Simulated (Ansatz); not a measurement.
# ZnO (P6_3mc): how the settings move a single-point run

Question: which choices in the input matter for ZnO (P6_3mc)?

Computed with Ansatz 0.2.0 (reference: DFT r2SCAN, scalar-relativistic, plane waves, PAW, unless a step's input says otherwise).

2 further runs of the same task are left out: 2 set aside as unsound or not needed.

## Step 1: Starting point

Symmetry: P6_3mc, No. 186, hexagonal system. The conventional cell has a = 3.236 Å, b = 3.236 Å, c = 5.209 Å, α = 90.00°, β = 90.00°, γ = 120.00°. Around Zn (site symmetry 3m) lie 4 O at 1.97 to 1.98 Å. O (site symmetry 3m) has 4 Zn at 1.97 to 1.98 Å as nearest neighbours.

Structure file:

```
Zn O
1.0
     3.23596    0.00000    0.00000
    -1.61798    2.80242    0.00000
     0.00000    0.00000    5.20906
Zn O
2 2
Direct
  0.33333 0.66667 0.00108
  0.66667 0.33333 0.50108
  0.33333 0.66667 0.38102
  0.66667 0.33333 0.88102
```

## Step 2: Baseline

The input, input.yaml:

```yaml
crystal:
  lattice:
    - [3.2359554851, 0.0, 0.0]
    - [-1.6179777426, 2.8024196556, 0.0]
    - [0.0, 0.0, 5.2090602275]
  atoms:
    - { symbol: Zn, position: [0.3333333333, 0.6666666667, 0.001076304] }
    - { symbol: Zn, position: [0.6666666667, 0.3333333333, 0.501076304] }
    - { symbol: O, position: [0.3333333333, 0.6666666667, 0.381023696] }
    - { symbol: O, position: [0.6666666667, 0.3333333333, 0.881023696] }
basis:
  ecutwfc: 500
  ecutrho_ratio: 4
kpoints:
  mp_grid: { grid: [12, 12, 6] }
  band_path:
    path:
      - [[0.0, 0.0, 0.0], [0.5, 0.0, 0.0], [0.33333333, 0.33333333, 0.0], [0.0, 0.0, 0.0], [0.0, 0.0, 0.5], [0.5, 0.0, 0.5], [0.33333333, 0.33333333, 0.5], [0.0, 0.0, 0.5]]
      - [[0.5, 0.0, 0.5], [0.5, 0.0, 0.0]]
      - [[0.33333333, 0.33333333, 0.5], [0.33333333, 0.33333333, 0.0]]
    npoints: 14
hamiltonian:
  xc: r2scan
scf:
  occupations: { method: gaussian, width: 0.05 }
  n_extra_bands: 15
output:
  forces: true
  stress: true
  eigenvalues: true
  populations: true
  dos: { projected: true, de: 0.02, nscf_kmesh: { grid: [18, 18, 9] } }
  bader: true
  write_density: true
  write_potential: true
  elf: true
  volumetric_format: npy
```

Command:

```sh
> ansatz run input.yaml --threads 4 --pin off --max-ram 7168MiB --backend cpu --events-out ev --progress --plain --runs-dir out
```

## Step 3: Variant: symmetry.detect false, pseudopotentials.kind paw, pseudopotentials.source jth, scf.algorithm density_mixing

The input, input.yaml:

```yaml
crystal:
  lattice:
    - [3.235955485093, 2.886749777749e-11, 0.0]
    - [-1.617977742571, 2.802419655592, 0.0]
    - [0.0, 0.0, 5.2090602275]
  atoms:
    - { symbol: Zn, position: [0.3333333333333, 0.6666666666667, 0.001076304] }
    - { symbol: Zn, position: [0.6666666666667, 0.3333333333333, 0.501076304] }
    - { symbol: O, position: [0.3333333333333, 0.6666666666667, 0.381023696] }
    - { symbol: O, position: [0.6666666666667, 0.3333333333333, 0.881023696] }
  symmetry: { detect: false }
basis:
  ecutwfc: 500
  ecutrho_ratio: 4
kpoints:
  mp_grid: { grid: [12, 12, 6] }
hamiltonian:
  xc: r2scan
  pseudopotentials: { kind: paw, source: jth }
scf:
  occupations: { method: gaussian, width: 0.05 }
  algorithm: density_mixing
output:
  forces: true
  stress: true
  write_density: true
  write_potential: true
  elf: true
  volumetric_format: npy
```

## Step 4: Changed: same input

The input, input.yaml:

```yaml
crystal:
  lattice:
    - [3.235955485093, 2.886749777749e-11, 0.0]
    - [-1.617977742571, 2.802419655592, 0.0]
    - [0.0, 0.0, 5.2090602275]
  atoms:
    - { symbol: Zn, position: [0.3333333333333, 0.6666666666667, 0.001076304] }
    - { symbol: Zn, position: [0.6666666666667, 0.3333333333333, 0.501076304] }
    - { symbol: O, position: [0.3333333333333, 0.6666666666667, 0.381023696] }
    - { symbol: O, position: [0.6666666666667, 0.3333333333333, 0.881023696] }
basis:
  ecutwfc: 500
  ecutrho_ratio: 4
kpoints:
  mp_grid: { grid: [12, 12, 6] }
hamiltonian:
  xc: r2scan
scf:
  occupations: { method: gaussian, width: 0.05 }
output:
  forces: true
  stress: true
```

## Step 5: Variant: occupations.method tetrahedron, width left out

The input, input.yaml:

```yaml
crystal:
  lattice:
    - [3.235955485093, 2.886749777749e-11, 0.0]
    - [-1.617977742571, 2.802419655592, 0.0]
    - [0.0, 0.0, 5.2090602275]
  atoms:
    - { symbol: Zn, position: [0.3333333333333, 0.6666666666667, 0.001076304] }
    - { symbol: Zn, position: [0.6666666666667, 0.3333333333333, 0.501076304] }
    - { symbol: O, position: [0.3333333333333, 0.6666666666667, 0.381023696] }
    - { symbol: O, position: [0.6666666666667, 0.3333333333333, 0.881023696] }
basis:
  ecutwfc: 500
  ecutrho_ratio: 4
kpoints:
  mp_grid: { grid: [12, 12, 6] }
hamiltonian:
  xc: r2scan
scf:
  occupations: { method: tetrahedron }
output:
  forces: true
  stress: true
```

## Step 6: Changed: xc pbe, occupations.method cold, occupations.width 0.001

The input, input.yaml:

```yaml
crystal:
  lattice:
    - [3.235955485093, 2.886749777749e-11, 0.0]
    - [-1.617977742571, 2.802419655592, 0.0]
    - [0.0, 0.0, 5.2090602275]
  atoms:
    - { symbol: Zn, position: [0.3333333333333, 0.6666666666667, 0.001076304] }
    - { symbol: Zn, position: [0.6666666666667, 0.3333333333333, 0.501076304] }
    - { symbol: O, position: [0.3333333333333, 0.6666666666667, 0.381023696] }
    - { symbol: O, position: [0.6666666666667, 0.3333333333333, 0.881023696] }
basis:
  ecutwfc: 500
  ecutrho_ratio: 4
kpoints:
  mp_grid: { grid: [12, 12, 6] }
hamiltonian:
  xc: pbe
scf:
  occupations: { method: cold, width: 0.001 }
output:
  forces: true
  stress: true
  write_density: true
  write_potential: true
  elf: true
  volumetric_format: npy
```

## Step 7: Variant: basis.precision f64, eigensolver.kind davidson

The input, input.yaml:

```yaml
crystal:
  lattice:
    - [3.235955485093, 2.886749777749e-11, 0.0]
    - [-1.617977742571, 2.802419655592, 0.0]
    - [0.0, 0.0, 5.2090602275]
  atoms:
    - { symbol: Zn, position: [0.3333333333333, 0.6666666666667, 0.001076304] }
    - { symbol: Zn, position: [0.6666666666667, 0.3333333333333, 0.501076304] }
    - { symbol: O, position: [0.3333333333333, 0.6666666666667, 0.381023696] }
    - { symbol: O, position: [0.6666666666667, 0.3333333333333, 0.881023696] }
basis:
  ecutwfc: 500
  ecutrho_ratio: 4
  precision: f64
kpoints:
  mp_grid: { grid: [12, 12, 6] }
hamiltonian:
  xc: r2scan
scf:
  occupations: { method: gaussian, width: 0.05 }
  eigensolver: { kind: davidson }
output:
  forces: true
  stress: true
  write_density: true
  write_potential: true
  elf: true
  volumetric_format: npy
```

**Question.** What will these runs give? Wanted: for each run, ending; energy change; pressure; gap; force.

As calculated:

| run | ending | energy change | pressure (GPa) | gap (eV) | force (eV/Å) | cycles | time |
| --- | --- | --- | --- | --- | --- | --- | --- |
| reference | converged | 0 | 0.0 | 1.24 | 0.00 | 7 | 29 s |
| 1: symmetry.detect false, pseudopotentials.kind paw, pseudopotentials.source jth, scf.algorithm density_mixing | converged | not comparable | 0.5 | 1.20 | 0.01 | 9 | 44 s |
| 2: same input | converged | 0.0 meV/atom | 0.0 | 1.24 | 0.00 | 8 | 4.8 s |
| 3: occupations.method tetrahedron, width left out | converged | 0.0 meV/atom (σ→0) | 0.0 | 1.24 | 0.00 | 8 | 4.9 s |
| 4: xc pbe, occupations.method cold, occupations.width 0.001 | converged | not comparable | 6.0 | 0.81 | 0.01 | 7 | 3.6 s |
| 5: basis.precision f64, eigensolver.kind davidson | converged | 0.0 meV/atom | 0.0 | 1.24 | 0.00 | 9 | 8.4 s |

Times don't compare one to one where runs were asked for different outputs or read a saved state (see the inputs); cycles may leave out searches for a lower state.

Residual by cycle in the longest SCF loop of each run; runs are numbered as in the table. The quantity is the density residual dr2, in eV.

```csv
cycle,reference,run 1,run 2,run 3,run 4,run 5
1,0.0946,1.83,0.0946,0.0946,2.2e-4,0.094
2,0.00748,0.207,0.00942,0.00942,1.6e-4,0.0099
3,0.00446,0.136,0.0054,0.0054,3.0e-5,0.00533
4,7.0e-4,0.0237,1.2e-4,1.2e-4,2.0e-6,1.2e-4
5,1.5e-5,0.00102,2.4e-5,2.4e-5,1.1e-6,2.1e-5
6,1.0e-5,2.4e-4,1.0e-6,1.0e-6,1.3e-7,1.1e-5
7,2.3e-8,6.1e-6,1.1e-7,1.0e-7,6.2e-9,1.9e-6
8,-,6.0e-7,4.7e-8,4.3e-8,-,4.2e-7
9,-,2.8e-8,-,-,-,2.3e-9
```

Of the converged runs whose energies compare with the reference's, none moves it noticeably. Run 1 ran under the cutoff that the potentials recommend, as the log warns, so basis error is mixed into its values, and swamps them where the cutoff is far short.

The gaps are Kohn-Sham values of a semilocal functional, not quasiparticle or optical gaps. Such gaps usually fall short of the measured ones.
